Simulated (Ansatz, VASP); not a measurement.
## Al3Au in VASP and in Ansatz

File INCAR:

```
SYSTEM = Al3Au
ALGO = Normal
EDIFF = 1E-6
ENCUT = 520
GGA = PS
ISIF = 2
ISMEAR = -1
LASPH = .True.
LCHARG = .True.
LELF = .True.
LREAL = .False.
LVHAR = .True.
LWAVE = .False.
NBANDS = 18
NELM = 100
PREC = Accurate
SIGMA = 0.05
```

File KPOINTS:

```
k-points
0
Gamma
  9 9 9
  0 0 0
```

File POSCAR:

```
Al3Au
1.0
   -2.0253330000      2.0253330000      4.0566000000
    2.0253330000     -2.0253330000      4.0566000000
    2.0253330000      2.0253330000     -4.0566000000
Au Al
1 3
Direct
    0.0000000000      0.0000000000      0.0000000000
    0.5000000000      0.5000000000      0.0000000000
    0.2500000000      0.7500000000      0.5000000000
    0.7500000000      0.2500000000      0.5000000000
```

input.yaml

```yaml
crystal:
  lattice:
    - [-2.025333, 2.025333, 4.0566]
    - [2.025333, -2.025333, 4.0566]
    - [2.025333, 2.025333, -4.0566]
  atoms:
    - { symbol: Au, position: [0.0, 0.0, 0.0] }
    - { symbol: Al, position: [0.5, 0.5, 0.0] }
    - { symbol: Al, position: [0.25, 0.75, 0.5] }
    - { symbol: Al, position: [0.75, 0.25, 0.5] }
hamiltonian:
  xc: pbesol
  pseudopotentials: { kind: paw }
kpoints:
  mp_grid: { grid: [9, 9, 9] }
scf:
  occupations: { method: fermi_dirac, width: 0.05 }
output:
  forces: true
  stress: true
  eigenvalues: true
```

The cell comes from a database or a generator and needn't be the stable form of this composition.

Alike in both runs: task single point; functional PBEsol; k mesh 9 × 9 × 9; occupations fermi-dirac, width 0.05 eV; no spin polarisation.

|  | VASP | Ansatz |
| --- | --- | --- |
| version | VASP 6.6.1 | Ansatz 0.2.0 |
| potentials or method | VASP PAW PBE potentials, release 64 (Au, Al) | Ansatz PAW |
| plane-wave cutoff (eV) | 520 | 420 |
| valence electrons in the cell | 20 | 28 |

|  | VASP | Ansatz | Ansatz less VASP |
| --- | --- | --- | --- |
| gap on the k mesh at the Fermi level (eV) | none | none | - |
| pressure (GPa) | -2.7 | -2.6 | +0.05 |
| largest component of the traceless stress (GPa) | 0.28 | 0.30 | +0.016 |

A gap of «none» marks a metal or a gap that the smearing closes. The two sets of potentials don't hold the same shells in valence.

Caveats: the PAW data sets were made with another functional, which shifts forces and pressure a little (VASP); the PAW data sets come from PBE, with cores solved anew for the run's functional, which leaves a small shift of forces and pressure (Ansatz). Spin-orbit coupling is left out, which matters for the levels of Au.
